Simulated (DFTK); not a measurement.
The system is Pt.

```
Pt
1.0
     0.00000    1.96090    1.96090
     1.96090    0.00000    1.96090
     1.96090    1.96090    0.00000
Pt
1
Cartesian
  0.0000 0.0000 0.0000
```

Base run:

| Quantity | Value |
| --- | --- |
| Program | DFTK 0.8.2 |
| Functional | WC |
| Potentials or basis | SG15 1.2 (PBE) |
| Cutoff | 1225 eV |
| k mesh | 12 × 12 × 12 |
| Occupations | fermi-dirac, width 0.05 eV |
| Spin | no spin polarisation |

Its results: band gap on the k mesh none (metal or under the smearing width); pressure 3.2 GPa.

After a change of settings the same cell gave: band gap on the k mesh none (metal or under the smearing width); pressure -1.3 GPa. Which change was it?
A. functional from WC to AM05
B. functional from WC to r2SCAN; potentials or basis from SG15 1.2 (PBE) to cp2k.nc.sr.pbe.v0_1.largecore.gth (PBE, GTH, large core); cutoff from 1225 eV to 1415 eV; valence electrons from 18 to 10
C. functional from WC to LDA; potentials or basis from SG15 1.2 (PBE) to cp2k.nc.sr.lda.v0_1.semicore.gth (LDA, GTH); cutoff from 1225 eV to 1660 eV
D. functional from WC to LDA

A.

Caveats: the potentials were made for another functional, which shifts forces and pressure; spin-orbit coupling is left out, which moves the levels of the heavy elements.

Runs at the PBE level aren't shown here.
